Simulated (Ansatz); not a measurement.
# CoO (Fm-3m) in Ansatz: phonons with PBEsol

Aim: the phonons of CoO with PBEsol.

All numbers are computed with Ansatz 0.2.0; they aren't measurements. Logs are shortened: lines on timing, memory, paths and dates and some standing lists are left out, and cuts for length are marked.

### 1 Starting point

Symmetry: Fm-3m, No. 225, cubic system. The conventional cell has a = 4.263 Å, b = 4.263 Å, c = 4.263 Å, α = 90.00°, β = 90.00°, γ = 90.00°. Around Co (site symmetry m-3m) lie 6 O at 2.13 Å. Around O (site symmetry m-3m) lie 6 Co at 2.13 Å.

### 2 Phonons, PBEsol, collinear spin, ferromagnetic start

input.yaml

```yaml
crystal:
  lattice:
    - [0.0, 2.1315, 2.1315]
    - [2.1315, 0.0, 2.1315]
    - [2.1315, 2.1315, 0.0]
  atoms:
    - { symbol: Co, position: [0.0, 0.0, 0.0], spin: 2.0 }
    - { symbol: O, position: [0.5, 0.5, 0.5] }
hamiltonian:
  xc: pbesol
  pseudopotentials: { kind: paw }
magnetization:
  spin_polarized: true
kpoints:
  mp_grid: { grid: [8, 8, 8] }
scf:
  occupations: { method: fermi_dirac, width: 0.05 }
phonons:
  method: dfpt
  qmesh: [2, 2, 2]
  temperatures: { t_max: 1000, t_step: 100 }
  qpath:
    path:
      - [[0.0, 0.0, 0.0], [0.5, 0.0, 0.5], [0.5, 0.25, 0.75], [0.375, 0.375, 0.75], [0.0, 0.0, 0.0], [0.5, 0.5, 0.5], [0.625, 0.25, 0.625], [0.5, 0.25, 0.75], [0.5, 0.5, 0.5], [0.375, 0.375, 0.75]]
      - [[0.625, 0.25, 0.625], [0.5, 0.0, 0.5]]
    npoints: 8
```

Potentials or basis: Ansatz PAW.

Command:

```console
ansatz run input.yaml --threads 2 --pin off --max-ram 5632MiB --backend cpu --events-out ev --progress --plain --runs-dir out
```

The program printed:

```text
Warning: RAYON_NUM_THREADS=2 ignored (pool sized by the plan → 2); use --threads N
Engine: ansatz 0.2.0, x86_64-unknown-linux-gnu
Pseudopotentials: kind: paw
Pseudopotential: Co, paw, valence charge 17, recommended cutoff 420 eV (normal), Co.paw.azcp
Pseudopotential: O, paw, valence charge 6, recommended cutoff 420 eV (normal), O.paw.azcp
Functional definition: PBEsol
  exchange = pbesol_x
  correlation = pbesol_c
Crystal: 2 atoms, lattice volume = 19.368 Å³
Basis set: ecut = 420 eV, 339 PW (Γ), exchange–correlation on 48×48×48 points (8 copies of the dense FFT grid, shifted against one another)
Bands: 17, of which v1, the nominal top of the filled ones, is band 12 counted from 1 (11 counted from 0)
Symmetry: 48 space group operations
Space group: Fm-3m (ITA 225), of the structure as read, at distance tolerance 2.7e-5 Å
Magnetic group: BNS 225.116 (UNI 1618), of the structure as read, at distance tolerance 2.7e-5 Å
k-points: 29 of 512
Non-local potential: Co, projectors of the file, l = 0: 3, l = 1: 2, l = 2: 3, l = 3: 1
Non-local potential: O, projectors of the file, l = 0: 2, l = 1: 2, l = 2: 1
PAW form: soft (Blöchl's): semilocal exchange-correlation on the pseudo side does not see the compensation charge
PAW frozen core: Co, regenerated for the run's functional, and the local potential with it (the file was generated under x = pbe(κ = 0.804, μ = 0.2195149727645171), c = pbe(β = 0.06672455060314922))
PAW frozen core: O, regenerated for the run's functional, and the local potential with it (the file was generated under x = pbe(κ = 0.804, μ = 0.2195149727645171), c = pbe(β = 0.06672455060314922))
PAW one-centre angular grid: Co, 590 points (default); XC on 64 Gauss nodes
PAW one-centre angular grid: O, 110 points (default); XC on 64 Gauss nodes
Initial density: superposition of atomic densities (chi_scale 0.1, normalization cell, long waves kept (reshape's long-wave potential 0.00 eV rms))
Starting moments: Σ|m| = 2 μB on 1 of 2 sites
Initial wavefunctions: pseudopotential atomic-orbital guess
Functional: x = pbesol(κ = 0.804, μ = 0.12345679012345678), c = pbesol(β = 0.046)
SCF 1 converged in 12 iterations: F = -5652.257102 eV  dr2 = 6.71e-10
a single point of the input's cell can leave the moments in the input for a lower state (scf.lower_state_search): this run first made a single point of its cell. This run's own SCFs start from the density of the state that the single point found, with the moments in the input. The single point stayed on the moments in the input.
Initial density: read from a saved state, or passed on in memory by an earlier SCF of this step, an earlier step, the calling program or the single point that the run made first
Stability of the state it starts from, as read at its close in the collinear treatment: not read negative (Ritz values of 1 − χ₀K, real part plus size of imaginary part, from 0.69 to 0.81, by its mixing steps under the symmetry group of the SCF that read it); its run was given moments
Starting moments: Σ|m| = 2 μB on 1 of 2 sites; this step starts from the density that it was given
iter 1 solved again at ethr=6.70e-9 eV; its pass at ethr=3.10e-3 eV (dr2=1.54e-6 eV) is discarded
SCF iter   1: F=—  HF=-5652.257102 eV  |F-HF|=—  |Δ(HF+E_count)|=         —  Δρ=1.74e-6 (↑1.74e-6 ↓1.22e-6)  dr2=6.53e-11  dr2_m=3.50e-10  M=2.933 μB ∫|m|=2.950 μB  β_m=0.65  ethr=6.70e-9  ⟨swp⟩=3.2  Hψ=7263  notcnv=0
preconditioner: auto → none  [metal: Δε(μ)=0.004 eV  Ē_g=13.604 eV  σ=0.050 eV  W_gap=0.02  n_scr=0 (ndim 8)  ℏωp=32.7 eV  f_vac=0.000  D(μ)=4.16/eV (n_scr^D=64)]
SCF iter   2: F=—  HF=-5652.257102 eV  |F-HF|=—  |Δ(HF+E_count)|=  2.27e-11  Δρ=7.86e-7 (↑7.86e-7 ↓6.30e-7)  dr2=2.27e-11  dr2_m=7.43e-11  M=2.933 μB ∫|m|=2.950 μB  β_m=0.65  ethr=1.00e-12  ⟨swp⟩=3.0  Hψ=1996  notcnv=0
SCF iter   3: F=—  HF=-5652.257102 eV  |F-HF|=—  |Δ(HF+E_count)|=  2.46e-11  Δρ=7.23e-7 (↑3.98e-7 ↓7.23e-7)  dr2=9.51e-11  dr2_m=2.82e-11  M=2.933 μB ∫|m|=2.950 μB  β_m=0.55  ethr=1.00e-12  ⟨swp⟩=2.1  Hψ=1306  notcnv=0
SCF iter   4: F=—  HF=-5652.257102 eV  |F-HF|=—  |Δ(HF+E_count)|=  5.46e-12  Δρ=3.03e-7 (↑2.29e-7 ↓3.03e-7)  dr2=2.32e-12  dr2_m=1.21e-11  M=2.933 μB ∫|m|=2.950 μB  β_m=0.77  ethr=1.00e-12  ⟨swp⟩=2.2  Hψ=1261  notcnv=0
SCF iter   5: F=—  HF=-5652.257102 eV  |F-HF|=—  |Δ(HF+E_count)|=  7.28e-12  Δρ=1.71e-7 (↑1.71e-7 ↓1.01e-7)  dr2=5.05e-12  dr2_m=9.08e-13  M=2.933 μB ∫|m|=2.950 μB  β_m=0.72  ethr=1.00e-12  ⟨swp⟩=1.0  Hψ=986  notcnv=0
SCF iter   6: F=-5652.257102 eV  HF=-5652.257102 eV  |F-HF|=1.82e-12  |Δ(HF+E_count)|=  3.64e-12  Δρ=1.25e-7 (↑5.50e-8 ↓1.25e-7)  dr2=2.07e-12  dr2_m=9.92e-13  M=2.933 μB ∫|m|=2.950 μB  ethr=1.00e-12  ⟨swp⟩=3.8  Hψ=3772  notcnv=0
SCF 2 converged in 6 iterations: F = -5652.257102 eV  dr2 = 2.07e-12
iter 1 solved again at ethr=7.48e-9 eV; its pass at ethr=3.10e-3 eV (dr2=1.72e-6 eV) is discarded
SCF iter   1: F=—  HF=-5652.257102 eV  |F-HF|=—  |Δ(HF+E_count)|=         —  Δρ=5.50e-7 (↑1.70e-7 ↓5.50e-7)  dr2=5.10e-11  dr2_m=1.60e-11  M=2.933 μB ∫|m|=2.950 μB  β_m=0.30  ethr=7.48e-9  ⟨swp⟩=3.1  Hψ=7256  notcnv=0
preconditioner: auto → none  [metal: Δε(μ)=0.004 eV  Ē_g=13.604 eV  σ=0.050 eV  W_gap=0.02  n_scr=8 (ndim 8)  ℏωp=32.7 eV  f_vac=0.000  D(μ)=4.16/eV (n_scr^D=64)]
SCF iter   2: F=—  HF=-5652.257102 eV  |F-HF|=—  |Δ(HF+E_count)|=  6.76e-10  Δρ=7.58e-7 (↑2.74e-7 ↓7.58e-7)  dr2=1.24e-10  dr2_m=2.34e-11  M=2.933 μB ∫|m|=2.950 μB  β_m=0.30  ethr=1.00e-12  ⟨swp⟩=3.0  Hψ=1993  notcnv=0
SCF iter   3: F=-5652.257102 eV  HF=-5652.257102 eV  |F-HF|=7.28e-12  |Δ(HF+E_count)|=  1.73e-11  Δρ=2.10e-7 (↑6.62e-8 ↓2.10e-7)  dr2=9.33e-12  dr2_m=1.85e-12  M=2.933 μB ∫|m|=2.950 μB  ethr=1.00e-12  ⟨swp⟩=1.9  Hψ=2639  notcnv=0
SCF 3 converged in 3 iterations: F = -5652.257102 eV  dr2 = 9.33e-12
phonons: the bands overlap, so this run is a metal and interpolates without the dipole-dipole term. If the crystal is really an insulator or semiconductor, its LO-TO splitting is missing
NSCF: frozen V_eff on 29 k-points
NSCF: frozen V_eff on 59 k-points
DFPT response loops at q = (0, 0, 0) (fractional): preconditioner auto → Kerker (q_TF=auto, 2.808 Å⁻¹) (partly filled bands, converged f_vac=0.000); β = 1.00, the filter's whole step (`scf.mixing.beta` (0.30) is not read by the response loops under this deck's `scf.mixing.preconditioner`; to damp them name `kerker` or `kerker_dos`, under which they read `scf.mixing.beta`, and type it under 1.00, their step now; both keys bind the ground state too); Broyden in place of MSR1
NSCF: frozen V_eff on 300 k-points
DFPT response loops at q = (0, 0, -0.5) (fractional): mixed as the last ones told, above
NSCF: frozen V_eff on 190 k-points
DFPT response loops at q = (0, -0.5, -0.5) (fractional): mixed as the last ones told, above
SCF converged after 6 iterations
Magnetization: 2.9334 μB (12.9667 up, 10.0333 down)
Absolute magnetization: 2.9496 μB (∫|ρ↑−ρ↓|, with the PAW one-centre terms)
Spin contamination: 0.0079 ħ² per cell (⟨S²⟩ above its minimum at these occupations)
Per-site moments (μB) at R_I (Å): [(2.4855267887389734, 0.87924375), (0.3327230447979841, 0.87924375)]
Free energy (F): -5652.257102 eV
Harris-Foulkes:  -5652.257102 eV  (|F-HF|=1.82e-12)
Internal energy: -5652.223428 eV  (E = F + TS)
E sigma→0 (E₀):  -5652.240265 eV
Entropy (-TS):   -0.033674 eV (-16.837 meV/atom)
Fermi energy:    13.766240 eV
--- Per-component energies (eV) ---
  E_band       = -307.934619
  E_kinetic    = 616.395729
  E_local      = -3435.010946  (includes V_loc(G=0)·N_el)
  E_nonlocal   = 515.658749
  E_hartree    = 1406.790372
  E_xc         = -226.056807
  E_vxc        = -292.015378  (∫ρ·V_xc dr)
  E_paw        = -1638.161648  (= ΣΔE_a)
  E_vpaw       = -526.545912  (= ΣTr[D̂ρ^β])
  E_aug_tail   = 0.002481  (compensation charges beyond the density's cutoff)
  E_ewald      = -2892.065066
  E_core_change = 0.223707  (= ΣΔE_core)
  E_smearing   = -0.033674  (= −TS)
  E_closure    = 0.000000  (closes the sum)
  Σ components = -5652.257102   (vs F -5652.257102, Δ=0.00e0)
--- Band table (eV; the first three rows and the last of 58) ---
  k-point 0 ↑: bands = ["-82.8546", "-46.2533", "-46.2533", "-46.2533", "-6.5143", "10.4624", "10.4624", "10.4862", "10.4862", "10.4862", "10.6045", "10.6045", "10.6045", "14.4977", "30.1867", "31.5253", "31.5253"]
  k-point 1 ↑: bands = ["-82.8541", "-46.2589", "-46.2541", "-46.2541", "-6.3521", "9.1528", "9.3550", "9.3550", "10.6920", "10.6920", "11.0137", "11.6715", "11.6715", "15.5062", "27.7718", "30.8876", "30.8876"]
  k-point 2 ↑: bands = ["-82.8529", "-46.2723", "-46.2559", "-46.2559", "-5.9319", "7.3682", "8.4411", "8.4411", "10.9524", "10.9524", "11.3235", "12.7450", "12.7450", "17.1925", "24.9954", "29.0363", "29.0363"]
  k-point 28 ↓: bands = ["-79.8320", "-43.3278", "-43.3278", "-43.3162", "-4.5200", "8.0162", "8.0162", "8.6034", "13.3799", "13.3799", "13.9246", "14.4813", "15.2157", "22.4931", "24.0343", "24.0343", "26.7593"]
--- Phonons (Γ-DFPT): 2 representative perturbations + reference (Σ response iterations 6) ---
  ASR residual: 3.497e-4 → 0.000e0 eV/Å²; symmetrization residual: 1.323e-6 eV/Å²
  ASR residual per site (eV/Å²): 3.50e-4 5.52e-5
  Γ frequencies (cm⁻¹): -5.66 -5.66 -5.66 0.00 0.00 0.00
--- Phonons (arbitrary-q DFPT): 3 irreducible q on the 2×2×2 mesh ---
  q = [0.0000, 0.0000, 0.0000] (star 1, of the zone-centre solve; hermiticity 1.78e-3, symmetrization 1.01e-9): -5.66 -5.66 -5.66 -0.00 -0.00 0.00
  q = [0.0000, 0.0000, -0.5000] (star 4, 2 solved perturbations on 150 of 512 k-point pairs; hermiticity 1.49e-13, symmetrization 7.10e-13): 116.24 116.24 178.83 178.83 216.48 377.78
  q = [0.0000, -0.5000, -0.5000] (star 3, 4 solved perturbations in 308 linear systems a pass and spin channel, the states on 95 of 512 k-point pairs; hermiticity 1.24e-6, symmetrization 3.29e-13): -122.04 -84.66 -84.66 236.23 236.23 329.52
  sum rule: each row above includes the acoustic sum rule's correction from the zone centre's row sums; it moved no ω² by more than (1.27 cm⁻¹)²
  mesh force constants: q→R imaginary residual 5.86e-17; ASR residual 3.497e-4 → 0.000e0 eV/Å²; symmetrization residual 3.109e-15 eV/Å²
  interpolated dispersion: 82 rows × 6 modes
  density of states and harmonic sums: on the 26×26×26 q-mesh, interpolated from the force constants of a 2×2×2 supercell (no non-analytic term)
  largest difference from the sums on the solved wave vectors: F 2.67e-1 eV, S 3.67e-4 and C_V 1.01e-4 eV/K
  zero-point energy: 0.058223 eV/cell   skipped modes (ω ≤ 0): 378, of them read as no rigid motion or as one in doubt: 375 (7.148e-1 modes/cell left out, lowest -122.04 cm⁻¹)   left out of the sums: 1.19e-1 of the cell's modes: C_V's classical limit lies that fraction below 3 k_B per atom; for a crystal, a wire or a layer, F and S can be off by more, and a phonons.interpolated_qmesh denser along its periods is the remedy for the sampling
```

Wall time 10 s (2 threads of AMD EPYC 9R45 (Zen 5), shared host); peak memory 0.69 GiB.

What came out:

| Item | Value |
| --- | --- |
| Free energy | -5652.2571 eV |
| Band gap on the k mesh | none (metal or under the smearing width) |
| Net moment | 2.93 μB per cell |
| Absolute moment | 2.95 μB per cell |
| Site moments | Co +2.49; O +0.33 μB |
| Highest phonon frequency | 378 cm⁻¹ |
| Most unstable mode | 122i cm⁻¹ |

Phonon frequencies in cm⁻¹ (negative: imaginary):
```csv
q point,frequencies
"(0.000, 0.000, 0.000)",-6 -6 -6 0 0 0
"(0.000, 0.000, -0.500)",116 116 179 179 216 378
"(0.000, -0.500, -0.500)",-122 -85 -85 236 236 330
```

Caveat: some modes are imaginary; the q mesh is small, so phonon branches between its points and thermal values are rough; a cell with one magnetic atom can't hold antiferromagnetic order, which such compounds often take; semilocal functionals often make such compounds metallic where correlation or magnetic order opens a gap, which also shifts bond lengths; the PAW data sets come from PBE, with cores solved anew for the run's functional, which leaves a small shift of forces and pressure.
